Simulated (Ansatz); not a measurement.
The system is PbSe (Clausthalite).

```xyz
2
Lattice="0.0000 3.0606 3.0606 3.0606 0.0000 3.0606 3.0606 3.0606 0.0000" Properties=species:S:1:pos:R:3 pbc="T T T"
Pb    0.0000    0.0000    0.0000
Se    3.0606    3.0606    3.0606
```

Program: Ansatz 0.2.0. Alike in all runs: potentials or basis Ansatz PAW; cell as given. Hardware: 2 threads of Arm Neoverse V1 (shared host).

**Question.** Order these runs on this cell by their wall time, lowest first.
A. task band structure; level BLYP; spin off; k mesh 8 × 8 × 8; cutoff (eV) 420; smearing fermi-dirac 0.05 eV; points for each segment of the path 14
B. task single point; level PBE; spin off; k mesh 8 × 8 × 8; cutoff (eV) 420; smearing gaussian 0.015 eV
C. task band structure; level r2SCAN; spin off; k mesh 8 × 8 × 8; cutoff (eV) 500; smearing fermi-dirac 0.05 eV; points for each segment of the path 14
D. task band structure; level r2SCAN; spin SOC, no magnetisation; k mesh 6 × 6 × 6; cutoff (eV) 500; smearing fermi-dirac 0.05 eV; points for each segment of the path 14

**Answer.** B (1.3 s), A (3.3 s), C (8.9 s), D (58 s).
